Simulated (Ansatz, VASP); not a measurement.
# One calculation of SiC, two programs

```xyz
2
Lattice="0.0000 2.1474 2.1474 2.1474 0.0000 2.1474 2.1246 2.1246 0.0228" Properties=species:S:1:pos:R:3 pbc="T T T"
Si    0.0000    0.0000    0.0000
C     3.2040    3.2040    3.2382
```

Alike in both runs: task single point; functional PBE; k mesh 12 × 12 × 12; occupations gaussian, width 0.05 eV; no spin polarisation.

|  | VASP | Ansatz |
| --- | --- | --- |
| version | VASP 6.6.1 | Ansatz 0.2.0 |
| potentials or method | VASP PAW PBE potentials, release 64 (Si, C) | scalar-relativistic, plane waves, PAW |
| plane-wave cutoff (eV) | 520 | 520 |
| valence electrons in the cell | 8 | 8 |

|  | VASP | Ansatz | Ansatz less VASP |
| --- | --- | --- | --- |
| gap on the k mesh at the Fermi level (eV) | 1.23 | 1.23 | +0.004 |
| least direct gap on the mesh (eV) | 4.50 | 4.51 | +0.006 |
| pressure (GPa) | 18.4 | 18.5 | +0.10 |
| largest component of the traceless stress (GPa) | 3.48 | 3.47 | -0.012 |
| rms of the force components (eV/Å) | 0.134 | 0.134 | +0.0004 |

Atom by atom the forces differ by 0.000 eV/Å (rms over components). With one functional, cell and mesh, what is left measures potentials, basis and numerics.

Caveats: so large a pressure means that the cell lies far from this level's equilibrium, or that cutoff or potentials fall short (VASP). A k mesh can miss the band edges.
